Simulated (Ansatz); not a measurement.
# HfN (P6_3/mmc) in Ansatz: convergence with wavefunction cutoff

Aim: find how far wavefunction cutoff must go before the results for HfN settle, at r2SCAN. This setting moves, with any that are tied to it; all else stays.

Program: Ansatz 0.2.0. These are calculated values, not measurements. Logs are shortened: lines on timing, memory, paths and dates and some standing lists are left out, and cuts for length are marked.

### 1 The crystal as given

Symmetry: P6_3/mmc, No. 194, hexagonal system. Conventional cell: a = 3.134 Å, b = 3.134 Å, c = 5.417 Å, α = 90.00°, β = 90.00°, γ = 120.00°. Around Hf (site symmetry -6m2) lie 6 N at 2.26 Å. N (site symmetry -3m) has 6 Hf at 2.26 Å as nearest neighbours.

The cell comes from a database or a generator and needn't be the stable form of this composition.

### 2 With wavefunction cutoff 200 eV

File input.yaml:

```yaml
crystal:
  lattice:
    - [3.1339080219, 0.0, 0.0]
    - [-1.566954011, 2.7140439601, 0.0]
    - [0.0, 0.0, 5.41676772]
  atoms:
    - { symbol: Hf, position: [0.3333333333, 0.6666666667, 0.25] }
    - { symbol: Hf, position: [0.6666666667, 0.3333333333, 0.75] }
    - { symbol: "N", position: [0.0, 0.0, 0.5] }
    - { symbol: "N", position: [0.0, 0.0, 0.0] }
hamiltonian:
  xc: r2scan
  pseudopotentials: { kind: paw }
kpoints:
  mp_grid: { grid: [8, 8, 4] }
scf:
  occupations: { method: methfessel_paxton, width: 0.1 }
output:
  forces: true
  stress: true
  eigenvalues: true
basis:
  ecutwfc: "200 eV"
```

Potentials or basis: Ansatz PAW.

On the command line:

```
$ ansatz run input.yaml --threads 2 --pin off --max-ram 5632MiB --backend cpu --events-out ev --progress --plain --runs-dir out
```

Standard output:

```text
Warning: basis.ecutwfc = 200 eV is below the records' recommended 500 eV, and the density's cutoff is lower with it unless basis.ecutrho_ratio is high enough to keep the records' density cutoff: compare with a run at a higher cutoff
Warning: RAYON_NUM_THREADS=2 ignored (pool sized by the plan → 2); use --threads N
Engine: ansatz 0.2.0, x86_64-unknown-linux-gnu
Pseudopotentials: kind: paw
Pseudopotential: Hf, paw, valence charge 26, recommended cutoff 500 eV (meta_gga), Hf.paw.azcp
Pseudopotential: N, paw, valence charge 5, recommended cutoff 500 eV (meta_gga), N.paw.azcp
Functional definition: r2SCAN
  parameter k0 = 0.174
  parameter k1 = 0.065
  parameter a1 = 4.9479
  exchange = r2scan_x(k0 = k0, k1 = k1, a1 = a1)
  correlation = r2scan_c
Crystal: 4 atoms, lattice volume = 46.073 Å³
Basis set: ecut = 200 eV, 301 PW (Γ), exchange–correlation on 60×60×100 points (64 copies of the dense FFT grid, shifted against one another)
Bands: 38, of which v1, the nominal top of the filled ones, is band 31 counted from 1 (30 counted from 0)
Symmetry: 24 space group operations
Space group: P63/mmc (ITA 194), of the structure as read, at distance tolerance 3.6e-5 Å
k-points: 30 of 256
Non-local potential: Hf, projectors of the file, l = 0: 3, l = 1: 2, l = 2: 2, l = 3: 3
Non-local potential: N, projectors of the file, l = 0: 2, l = 1: 2, l = 2: 1
PAW form: soft (Blöchl's): semilocal exchange-correlation on the pseudo side does not see the compensation charge
PAW frozen core: Hf, regenerated for the run's functional (the file was generated under x = pbe(κ = 0.804, μ = 0.2195149727645171), c = pbe(β = 0.06672455060314922))
[... 28 lines left out ...]
  E_band       = 129.889281
  E_kinetic    = 1153.041943
  E_local      = -9423.995910  (includes V_loc(G=0)·N_el)
  E_nonlocal   = -2272.458493
  E_hartree    = 4476.770102
  E_xc         = -697.825282
  E_vxc        = -772.364016  (∫ρ·V_xc dr)
  E_paw        = -14315.612989  (= ΣΔE_a)
  E_vpaw       = 2453.040696  (= ΣTr[D̂ρ^β])
  E_aug_tail   = 0.006287  (compensation charges beyond the density's cutoff)
  E_vtau       = 39.074817  (kinetic-family band-sum trace: ∫τ·v_τ [+ j·A + Jᵃ·Aᵃ] dr)
  E_ewald      = -11145.426019
  E_core_change = 0.583914  (= ΣΔE_core)
  E_smearing   = -0.004660  (= −TS)
  E_closure    = -0.000000  (closes the sum)
  Σ components = -32224.921106   (vs F -32224.921106, Δ=0.00e0)
--- Forces (eV/Å), atoms counted from 1 ---
  atom   1  Hf     0.00000000     0.00000000     0.00000000
  atom   2  Hf    -0.00000000    -0.00000000     0.00000000
  atom   3  N      0.00000000    -0.00000000     0.00000000
  atom   4  N     -0.00000000     0.00000000     0.00000000
  max |Σ_I F_I| component: 1.85e-17 eV/Å
--- Stress (GPa, compression-positive) ---
       -1.136005      -0.000000       0.000000
        0.000000      -1.136005       0.000000
        0.000000       0.000000      -0.503959
  P = ⅓ Tr σ = -0.9253 GPa (-9.253 kbar)
--- Band table (eV; the first three rows and the last of 30) ---
  k-point 0: bands = ["-42.8051", "-42.7759", "-10.5215", "-9.7940", "-9.7701", "-9.7701", "-9.6468", "-9.6468", "4.3525", "4.7989", "4.8281", "4.8281", "4.8438", "4.8438", "4.8467", "4.8576", "4.8576", "4.8837", "4.9064", "4.9099", "4.9677", "4.9677", "5.0209", "7.3795", "14.4223", "18.3766", "18.3766", "19.5244", "19.5244", "22.2043", "22.8448", "24.1792", "24.1792", "24.4019", "25.3800", "25.3800", "25.6951", "29.2131"]
  k-point 1: bands = ["-42.8280", "-42.7798", "-10.4628", "-9.9697", "-9.7490", "-9.7490", "-9.7387", "-9.7387", "4.4955", "4.7216", "4.7538", "4.7538", "4.7831", "4.8067", "4.8067", "4.8140", "4.8486", "4.8712", "4.8712", "4.8917", "4.9154", "4.9154", "5.1989", "6.8537", "15.1737", "18.4163", "18.4163", "19.1270", "19.1270", "19.5760", "24.1451", "24.8484", "24.8484", "25.2061", "25.5449", "25.8488", "25.8488", "28.4645"]
  k-point 2: bands = ["-42.7902", "-42.7902", "-10.2044", "-10.2044", "-9.7006", "-9.7006", "-9.7006", "-9.7006", "4.6557", "4.6557", "4.8274", "4.8274", "4.8274", "4.8274", "4.8844", "4.8844", "4.9225", "4.9225", "4.9349", "4.9349", "4.9349", "4.9349", "5.9060", "5.9060", "17.1180", "17.1180", "18.7552", "18.7552", "18.7552", "18.7552", "25.3281", "25.3281", "26.3504", "26.3504", "26.3504", "26.3504", "26.5667", "26.5667"]
  k-point 29: bands = ["-42.7308", "-42.7308", "-10.3244", "-10.3244", "-10.1454", "-10.1454", "-9.8830", "-9.8830", "4.7522", "4.7522", "4.8154", "4.8154", "4.8418", "4.8418", "4.8756", "4.8756", "4.9133", "4.9133", "4.9268", "4.9268", "4.9666", "4.9666", "6.6353", "6.6353", "15.9970", "15.9970", "18.0932", "18.0932", "18.5808", "18.5808", "23.7792", "23.7792", "27.0314", "27.0314", "29.3045", "29.3045", "29.4702", "29.4702"]
```

Wall time 1.1 s (2 threads of Intel Xeon Platinum 8488C (Sapphire Rapids), shared host); peak memory 0.38 GiB.

What came out:

| Quantity | Value |
| --- | --- |
| Free energy | -32224.9211 eV |
| Pressure | -0.9 GPa |
| Band gap on the k mesh | none (metal or under the smearing width) |

### 3 With wavefunction cutoff 250 eV

Edit input.yaml of step 2 so:

```diff
@@ -22,2 +22,2 @@
 basis:
-  ecutwfc: "200 eV"
+  ecutwfc: "250 eV"
```

Potentials or basis: Ansatz PAW.

On the command line:

```
$ ansatz run input.yaml --threads 2 --pin off --max-ram 5632MiB --backend cpu --events-out ev --progress --plain --runs-dir out
```

Wall time 1.2 s (2 threads of Intel Xeon Platinum 8488C (Sapphire Rapids), shared host); peak memory 0.41 GiB.

What came out:

```yaml
Free_energy: -32239.0779 eV
Pressure: 2.0 GPa
Band_gap_on_the_k_mesh: none (metal or under the smearing width)
```

### 4 With wavefunction cutoff 300 eV

Edit input.yaml of step 3 so:

```diff
@@ -22,2 +22,2 @@
 basis:
-  ecutwfc: "250 eV"
+  ecutwfc: "300 eV"
```

On the command line:

```
$ ansatz run input.yaml --threads 2 --pin off --max-ram 5632MiB --backend cpu --events-out ev --progress --plain --runs-dir out
```

It took 1.4 s on 2 threads of Intel Xeon Platinum 8488C (Sapphire Rapids), shared host; peak memory 0.43 GiB.

Results:

- Free energy: -32242.4333 eV
- Pressure: 2.1 GPa
- Band gap on the k mesh: none (metal or under the smearing width)

### 5 With wavefunction cutoff 350 eV

Edit input.yaml of step 4 so:

```diff
@@ -22,2 +22,2 @@
 basis:
-  ecutwfc: "300 eV"
+  ecutwfc: "350 eV"
```

On the command line:

```
$ ansatz run input.yaml --threads 2 --pin off --max-ram 5632MiB --backend cpu --events-out ev --progress --plain --runs-dir out
```

It took 1.6 s on 2 threads of Intel Xeon Platinum 8488C (Sapphire Rapids), shared host; peak memory 0.45 GiB.

Results:

* Free energy: -32243.0329 eV
* Pressure: 2.7 GPa
* Band gap on the k mesh: none (metal or under the smearing width)

### 6 With wavefunction cutoff 400 eV

Edit input.yaml of step 5 so:

```diff
@@ -22,2 +22,2 @@
 basis:
-  ecutwfc: "350 eV"
+  ecutwfc: "400 eV"
```

Potentials or basis: Ansatz PAW.

On the command line:

```
$ ansatz run input.yaml --threads 2 --pin off --max-ram 5632MiB --backend cpu --events-out ev --progress --plain --runs-dir out
```

It took 1.9 s on 2 threads of Intel Xeon Platinum 8488C (Sapphire Rapids), shared host; peak memory 0.49 GiB.

The run converged. Its results:

```
Free energy            : -32243.1587 eV
Pressure               : 2.8 GPa
Band gap on the k mesh : none (metal or under the smearing width)
```

### 7 With wavefunction cutoff 450 eV

Edit input.yaml of step 6 so:

```diff
@@ -22,2 +22,2 @@
 basis:
-  ecutwfc: "400 eV"
+  ecutwfc: "450 eV"
```

On the command line:

```
$ ansatz run input.yaml --threads 2 --pin off --max-ram 5632MiB --backend cpu --events-out ev --progress --plain --runs-dir out
```

Wall time 2.1 s (2 threads of Intel Xeon Platinum 8488C (Sapphire Rapids), shared host); peak memory 0.51 GiB.

Results (log left out):

```
Free energy            : -32243.1784 eV
Pressure               : 2.7 GPa
Band gap on the k mesh : none (metal or under the smearing width)
```

### 8 With wavefunction cutoff 500 eV

Edit input.yaml of step 7 so:

```diff
@@ -22,2 +22,2 @@
 basis:
-  ecutwfc: "450 eV"
+  ecutwfc: "500 eV"
```

On the command line:

```
$ ansatz run input.yaml --threads 2 --pin off --max-ram 5632MiB --backend cpu --events-out ev --progress --plain --runs-dir out
```

Run time: 2.1 s. Hardware: 2 threads of Intel Xeon Platinum 8488C (Sapphire Rapids), shared host; peak memory 0.52 GiB.

It converged, with:

```
Free energy            : -32243.1814 eV
Pressure               : 2.7 GPa
Band gap on the k mesh : none (metal or under the smearing width)
```

### 9 With wavefunction cutoff 600 eV

Edit input.yaml of step 8 so:

```diff
@@ -22,2 +22,2 @@
 basis:
-  ecutwfc: "500 eV"
+  ecutwfc: "600 eV"
```

Potentials or basis: Ansatz PAW.

On the command line:

```
$ ansatz run input.yaml --threads 2 --pin off --max-ram 5632MiB --backend cpu --events-out ev --progress --plain --runs-dir out
```

It took 2.9 s on 2 threads of Intel Xeon Platinum 8488C (Sapphire Rapids), shared host; peak memory 0.58 GiB.

The run converged. Its results:

```
Free energy            : -32243.1854 eV
Pressure               : 2.6 GPa
Band gap on the k mesh : none (metal or under the smearing width)
```

### 10 With wavefunction cutoff 800 eV

Edit input.yaml of step 9 so:

```diff
@@ -22,2 +22,2 @@
 basis:
-  ecutwfc: "600 eV"
+  ecutwfc: "800 eV"
```

On the command line:

```
$ ansatz run input.yaml --threads 2 --pin off --max-ram 5632MiB --backend cpu --events-out ev --progress --plain --runs-dir out
```

Run time: 4.9 s. Hardware: 2 threads of Intel Xeon Platinum 8488C (Sapphire Rapids), shared host; peak memory 0.66 GiB.

Results (log left out):

| Item | Value |
| --- | --- |
| Free energy | -32243.1888 eV |
| Pressure | 2.6 GPa |
| Band gap on the k mesh | none (metal or under the smearing width) |

### 11 Result

| wavefunction cutoff | energy less the tightest run, at zero smearing (meV/atom) | pressure (GPa) | SCF cycles | CPU time (s) | peak memory (GiB) |
| --- | --- | --- | --- | --- | --- |
| 200 eV | 4567.03 | -0.93 | 9 | 1.9 | 0.38 |
| 250 eV | 1027.68 | 2.01 | 9 | 2.2 | 0.41 |
| 300 eV | 188.88 | 2.10 | 10 | 2.5 | 0.43 |
| 350 eV | 38.97 | 2.70 | 8 | 2.9 | 0.45 |
| 400 eV | 7.54 | 2.80 | 9 | 3.6 | 0.49 |
| 450 eV | 2.60 | 2.68 | 9 | 4 | 0.51 |
| 500 eV | 1.85 | 2.67 | 8 | 3.9 | 0.52 |
| 600 eV | 0.86 | 2.65 | 8 | 5.5 | 0.58 |
| 800 eV | 0.00 | 2.64 | 9 | 9.5 | 0.66 |

Against the tightest run, the energy stays within 1 meV/atom from 600 eV on; the pressure stays within 0.1 GPa from 450 eV on. The tightest run that finished is the yardstick and may itself not be fully converged.

Caveats: the PAW data sets come from PBE, with cores solved anew for the run's functional, which leaves a small shift of forces and pressure.
